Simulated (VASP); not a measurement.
# ZnS (zincblende): a PBE single-point calculation in VASP

INCAR

```
ISMEAR = -1
EDIFF = 1E-7
ISIF = 2
SIGMA = 0.02
LCHARG = .FALSE.
LWAVE = .FALSE.
ENCUT = 520
NBANDS = 16
NELM = 120
PREC = Accurate
LASPH = .TRUE.
NSW = 0
IBRION = -1
GGA = PE
LREAL = .FALSE.
```

KPOINTS

```
KPOINTS created by Atomic Simulation Environment
0
Gamma
8 8 8
0 0 0
```

KPOINTS_OPT

```
special points
6
Reciprocal
0.0000000000 0.0000000000 0.0000000000 1
0.5000000000 0.0000000000 0.5000000000 1
0.5000000000 0.2500000000 0.7500000000 1
0.3750000000 0.3750000000 0.7500000000 1
0.5000000000 0.5000000000 0.5000000000 1
0.6250000000 0.2500000000 0.6250000000 1
```

POSCAR

```
Zn S
 1.0000000000000000
     0.0000000000000000    2.6940858295611427    2.6940858295611427
     2.6940858295611427    0.0000000000000000    2.6940858295611427
     2.6940858295611427    2.6940858295611427   -0.0000000000000000
 Zn  S
   1   1
Cartesian
  0.0000000000000000  0.0000000000000000 -0.0000000000000000
  1.3470429147805714  1.3470429147805714  1.3470429147805714
```

VASP ran with the recommended PBE PAW datasets (18 valence electrons in the cell).

OSZICAR

```
N       E                     dE             d eps       ncg     rms          rms(c)
DAV:   1     0.894007401218E+02    0.89401E+02   -0.89739E+03   928   0.134E+03
DAV:   2    -0.138026560043E+01   -0.90781E+02   -0.84379E+02  1064   0.260E+02
DAV:   3    -0.720942811536E+01   -0.58292E+01   -0.58067E+01  1168   0.638E+01
DAV:   4    -0.726945049153E+01   -0.60022E-01   -0.60013E-01  1160   0.678E+00
DAV:   5    -0.727017713450E+01   -0.72664E-03   -0.72664E-03  1160   0.704E-01    0.699E+00
DAV:   6    -0.686349642169E+01    0.40668E+00   -0.73680E-01  1384   0.301E+01    0.546E+00
DAV:   7    -0.684280980442E+01    0.20687E-01   -0.25191E-01  1120   0.455E+00    0.275E+00
DAV:   8    -0.684208760827E+01    0.72220E-03   -0.51765E-03  1200   0.900E-01    0.720E-01
DAV:   9    -0.684231981457E+01   -0.23221E-03   -0.12813E-03  1136   0.285E-01    0.975E-02
DAV:  10    -0.684249087964E+01   -0.17107E-03   -0.24161E-04  1096   0.124E-01    0.450E-02
DAV:  11    -0.684248062672E+01    0.10253E-04   -0.32480E-05  1136   0.604E-02    0.819E-03
DAV:  12    -0.684248101431E+01   -0.38759E-06   -0.34603E-06  1176   0.178E-02    0.446E-03
DAV:  13    -0.684248131655E+01   -0.30224E-06   -0.73675E-07  1088   0.584E-03    0.275E-03
DAV:  14    -0.684248128598E+01    0.30578E-07   -0.19768E-08   944   0.305E-03
   1 F= -.68424813E+01 E0= -.68424813E+01  d E =-.805562E-11
       N       E                     dE             ncg
DAV:   1     0.762007488794E+03   -0.32264E+04      200
DAV:   2     0.243699422878E+03   -0.51831E+03      216
DAV:   3     0.209005887872E+03   -0.34694E+02      264
DAV:   4     0.208675422611E+03   -0.33047E+00      240
DAV:   5     0.208671800629E+03   -0.36220E-02      240
DAV:   6     0.208671736881E+03   -0.63748E-04      248
DAV:   7     0.208671735523E+03   -0.13582E-05      232
DAV:   8     0.208671735495E+03   -0.28293E-07      224
```

From OUTCAR

```
k-points           NKPTS =     29   k-points in BZ     NKDIM =     29   number of bands    NBANDS=     16

   NELECT =      18.0000    total number of electrons

   dimension x,y,z NGX =    28 NGY =   28 NGZ =   28
   dimension x,y,z NGXF=    56 NGYF=   56 NGZF=   56

  energy-cutoff  :      520.00
  volume of cell :       39.11
      direct lattice vectors                 reciprocal lattice vectors
     0.000000000  2.694085830  2.694085830    -0.185591711  0.185591711  0.185591711
     2.694085830  0.000000000  2.694085830     0.185591711 -0.185591711  0.185591711
     2.694085830  2.694085830  0.000000000     0.185591711  0.185591711 -0.185591711

 k-points in reciprocal lattice and weights: KPOINTS created by Atomic Simulation Env
   0.00000000  0.00000000  0.00000000       0.002
   0.12500000  0.00000000  0.00000000       0.016
   0.25000000  0.00000000  0.00000000       0.016
   0.37500000  0.00000000  0.00000000       0.016
   0.50000000  0.00000000  0.00000000       0.008
   0.12500000  0.12500000  0.00000000       0.012
   0.25000000  0.12500000  0.00000000       0.047
   0.37500000  0.12500000  0.00000000       0.047
   ...

 E-fermi :   2.5942

 k-point     1 :       0.0000    0.0000    0.0000
  band No.  band energies     occupation
      1     -11.0127      2.00000
      2      -4.1849      2.00000
      3      -4.1849      2.00000
      4      -4.1849      2.00000
      5      -3.6761      2.00000
      6      -3.6761      2.00000
      7       2.1893      2.00000
      8       2.1893      2.00000
      9       2.1893      2.00000
     10       4.3426      0.00000
     11       8.5797      0.00000
     12       8.5797      0.00000
     13       8.5797      0.00000
     14      13.9624      0.00000
     15      13.9624      0.00000
     16      14.1103      0.00000

 k-point     2 :       0.1250    0.0000    0.0000
  band No.  band energies     occupation
      1     -10.8941      2.00000
      2      -4.1844      2.00000
      3      -4.1635      2.00000
      4      -4.1635      2.00000
      5      -3.6778      2.00000
      6      -3.6778      2.00000
      7       1.0693      2.00000
      8       2.0396      2.00000
      9       2.0396      2.00000
     10       5.1609      0.00000
     11       8.4938      0.00000
     12       8.8364      0.00000
     13       8.8364      0.00000
     14      13.3668      0.00000
     15      13.3668      0.00000
     16      14.8966      0.00000

 k-point     3 :       0.2500    0.0000    0.0000
  band No.  band energies     occupation
      1     -10.5842      2.00000
      2      -4.1388      2.00000
      3      -4.1166      2.00000
      4      -4.1166      2.00000
      5      -3.6746      2.00000
      6      -3.6746      2.00000
      7      -0.6637      2.00000
      8       1.7138      2.00000
      9       1.7138      2.00000
     10       5.6924      0.00000
     11       9.1541      0.00000
     12       9.2095      0.00000
     13       9.2095      0.00000
     14      13.1683      0.00000
     15      13.1683      0.00000
     16      14.4248      0.00000

 k-point     4 :       0.3750    0.0000    0.0000
  band No.  band energies     occupation
      1     -10.2316      2.00000
      2      -4.0795      2.00000
      3      -4.0795      2.00000
      4      -3.9214      2.00000
      5      -3.6573      2.00000
      6      -3.6573      2.00000
      7      -2.2026      2.00000
      8       1.4236      2.00000
      9       1.4236      2.00000
     10       5.5990      0.00000
     11       9.1949      0.00000
     12       9.1949      0.00000
     13      10.4918      0.00000
     14      14.0690      0.00000
     15      14.2860      0.00000
     16      14.2860      0.00000

 k-point     5 :       0.5000    0.0000    0.0000
  band No.  band energies     occupation
      1     -10.0694      2.00000
      2      -4.0678      2.00000
      3      -4.0678      2.00000
      4      -3.6451      2.00000
      5      -3.6451      2.00000
      6      -3.4709      2.00000
      7      -3.1597      2.00000
      8       1.3108      2.00000
      9       1.3108      2.00000
     10       5.5175      0.00000
     11       9.1113      0.00000
     12       9.1113      0.00000
     13      11.1001      0.00000
     14      14.3988      0.00000
     15      15.6204      0.00000
     16      15.6204      0.00000

 k-point     6 :       0.1250    0.1250    0.0000
  band No.  band energies     occupation
      1     -10.8546      2.00000
      2      -4.2058      2.00000
      3      -4.1452      2.00000
      4      -4.1452      2.00000
      5      -3.6931      2.00000
      6      -3.6648      2.00000
      7       1.1209      2.00000
      8       1.7740      2.00000
      9       1.7740      2.00000
     10       5.5253      0.00000
     11       7.8673      0.00000
     12       9.2183      0.00000
     13       9.2183      0.00000
     14      12.2771      0.00000
     15      14.1640      0.00000
     16      15.4143      0.00000

 k-point     7 :       0.2500    0.1250    0.0000
  band No.  band energies     occupation
      1     -10.6076      2.00000
      2      -4.1978      2.00000
      3      -4.0955      2.00000
      4      -4.0948      2.00000
      5      -3.7011      2.00000
      6      -3.6544      2.00000
      7      -0.1797      2.00000
      8       1.3899      2.00000
      9       1.4675      2.00000
     10       6.2562      0.00000
     11       7.7623      0.00000
     12       9.6055      0.00000
     13       9.7883      0.00000
     14      11.9223      0.00000
     15      14.1447      0.00000
     16      15.9123      0.00000

 k-point     8 :       0.3750    0.1250    0.0000
  band No.  band energies     occupation
      1     -10.2639      2.00000
      2      -4.1146      2.00000
      3      -4.0513      2.00000
      4      -3.9958      2.00000
      5      -3.6748      2.00000
      6      -3.6422      2.00000
      7      -1.6832      2.00000
      8       1.0427      2.00000
      9       1.1155      2.00000
     10       6.3009      0.00000
     11       8.4804      0.00000
     12       9.7960      0.00000
     13       9.8809      0.00000
     14      13.1353      0.00000
     15      14.9111      0.00000
     16      15.3006      0.00000

 k-point     9 :       0.5000    0.1250    0.0000
  band No.  band energies     occupation
      1     -10.0287      2.00000
      2      -4.0707      2.00000
      3      -4.0356      2.00000
      4      -3.7358      2.00000
      5      -3.6420      2.00000
      6      -3.5152      2.00000
      7      -2.8446      2.00000
      8       0.6846      2.00000
      9       1.0779      2.00000
     10       6.2217      0.00000
     11       8.5606      0.00000
     12       9.6486      0.00000
     13      10.9485      0.00000
     14      14.2088      0.00000
     15      15.6396      0.00000
     16      15.7291      0.00000

 k-point    10 :      -0.3750    0.1250    0.0000
  band No.  band energies     occupation
      1     -10.0831      2.00000
      2      -4.0657      2.00000
      3      -4.0476      2.00000
      4      -3.7904      2.00000
      5      -3.6670      2.00000
      6      -3.6058      2.00000
      7      -2.5190      2.00000
      8       0.5590      2.00000
      9       1.2916      2.00000
     10       6.2791      0.00000
     11       8.7272      0.00000
     12       9.5067      0.00000
     13      10.7050      0.00000
     14      13.8816      0.00000
     15      14.8634      0.00000
     16      16.1159      0.00000

 k-point    11 :      -0.2500    0.1250    0.0000
  band No.  band energies     occupation
      1     -10.3817      2.00000
      2      -4.0977      2.00000
      3      -4.0863      2.00000
      4      -4.0644      2.00000
      5      -3.6919      2.00000
      6      -3.6451      2.00000
      7      -1.2074      2.00000
      8       0.7488      2.00000
      9       1.6588      2.00000
     10       6.3798      0.00000
     11       8.9087      0.00000
     12       9.4048      0.00000
     13       9.4366      0.00000
     14      12.4747      0.00000
     15      14.5819      0.00000
     16      15.5700      0.00000

 k-point    12 :      -0.1250    0.1250    0.0000
  band No.  band energies     occupation
      1     -10.7110      2.00000
      2      -4.1788      2.00000
      3      -4.1369      2.00000
      4      -4.1197      2.00000
      5      -3.6921      2.00000
      6      -3.6641      2.00000
      7       0.1911      2.00000
      8       1.3209      2.00000
      9       1.9841      2.00000
     10       5.9448      0.00000
     11       8.2974      0.00000
     12       9.0295      0.00000
     13       9.4137      0.00000
     14      12.4206      0.00000
     15      13.5774      0.00000
     16      15.9850      0.00000

 ...

  Total        0.5987189      0.5987189      0.5987189     -0.0000000     -0.0000000      0.0000000
  in kB       24.5284028     24.5284028     24.5284028     -0.0000000     -0.0000000      0.0000000
  external PRESSURE =      24.5284028 kB  Pullay stress =       0.0000000 kB

 POSITION                                       TOTAL-FORCE (eV/Angst)
 -----------------------------------------------------------------------------------
      0.00000      0.00000      0.00000        -0.000000     -0.000000     -0.000000
      1.34704      1.34704      1.34704         0.000000      0.000000      0.000000
 -----------------------------------------------------------------------------------
    total drift:                                0.000001      0.000001      0.000001

  FREE ENERGIE OF THE ION-ELECTRON SYSTEM (eV)
  ---------------------------------------------------
  free  energy   TOTEN  =        -6.8424812860 eV

  energy  without entropy=       -6.8424812860  energy(sigma->0) =       -6.84248129
```

| Quantity | Value |
| --- | --- |
| gap between bands v and c | 2.15 eV |
| least direct gap | 2.15 eV |
| pressure | 2.5 GPa |

Band v is the last that the valence electrons fill when counted band by band, and c is the next.
